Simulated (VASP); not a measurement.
Given:

```yaml
crystal:
  lattice:
    - [0.00000, 2.95963, 2.95963]
    - [2.95963, 0.00000, 2.95963]
    - [2.95963, 2.95963, 0.00000]
  atoms:
    - { symbol: Na, position: [0.00000, 0.00000, 0.00000] }
    - { symbol: Br, position: [0.50000, 0.50000, 0.50000] }
```

Calculation: PBEsol GGA, VASP's PBE PAW potentials (set 64) (plane waves; VASP). Run with 400 eV cut-off, 9×9×9 Γ-centred mesh, tetrahedra with Blöchl corrections, potentials Na_pv Br.

Problem. Estimate the energy per atom (σ→0), band gap (on the k-mesh) with the smallest direct gap where there is one.

Solution. 
- band gap (on the k-mesh) = 4.07 eV
- smallest direct gap (on the k-mesh) = 4.07 eV
- energy per atom (σ→0) = -3187 meV/atom

Only differences to runs with the same potentials and settings are physical.

The structure was generated: NaBr was put into the rock salt type (Fm-3m), which need not be its known phase. It was relaxed first, which changed the volume by -12 %.
